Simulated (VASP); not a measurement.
Runs of VASP 6.6.1 on Ga2O3. Symmetry: R-3c, No. 167, trigonal system. Conventional cell: a = 4.983 Å, b = 4.983 Å, c = 13.433 Å, α = 90.00°, β = 90.00°, γ = 120.00°. Ga (site symmetry 3) has 6 O at 1.92 to 2.08 Å as nearest neighbours. O (site symmetry 2) has 4 Ga at 1.92 to 2.08 Å as nearest neighbours. The cell was built by a generator and needn't be a form met in nature.

| task | level | potentials or basis | further INCAR settings | gap on the mesh (eV) | pressure (GPa) | largest force (eV/Å) |
| --- | --- | --- | --- | --- | --- | --- |
| single point | PBEsol | VASP PAW PBE potentials, release 64 (Ga_d, O) | ALGO = Fast; EDIFF = 1e-07 | 2.83 | (b) | 0.16 |
| single point | SCAN | VASP PAW PBE potentials, release 64 (Ga_d, O) | ALGO = Normal; EDIFF = 1e-07 | 3.49 | 1.0 | 0.17 |
| single point | TB-mBJ | VASP PAW PBE potentials, release 64 (Ga_d, O) | ALGO = Normal; EDIFF = 1e-07 | 5.01 | - | - |
| single point | r2SCAN | VASP PAW PBE potentials, release 64 (Ga_d, O) | ALGO = Normal; EDIFF = 1e-07 | 3.60 | 2.2 | 0.16 |
| dielectric tensor | PBEsol | VASP PAW PBE potentials, release 64 (Ga_d, O) | ALGO = Fast; EDIFF = 1e-08 | 2.83 | - | - |
| single point | PBE | VASP PAW PBE potentials, release 64 (Ga_d, O) | ALGO = Fast; EDIFF = 1e-07 | 2.90 | (c) | 0.13 |
| single point | LDA | VASP PAW LDA potentials, release 64 (Ga_d, O) | ALGO = Fast; EDIFF = 1e-07 | 2.85 | (a) | 0.20 |
| dielectric tensor | PBE | VASP PAW PBE potentials, release 64 (Ga_d, O) | ALGO = Fast; EDIFF = 1e-08 | 2.90 | - | - |

Alike in all rows: no spin polarisation; cell as given; k mesh 4 × 4 × 4; cutoff (eV) 520; smearing fermi-dirac 0.05 eV.

Q: Estimate the missing entries.

A: (a) -3.4; (b) 2.5; (c) 10.7.

Caveats: the PAW data sets were made with another functional, which shifts forces and pressure a little (some runs).

A k mesh can miss the band edges, and the runs leave out spin-orbit coupling on Ga.

Not every run made on this cell is shown here.
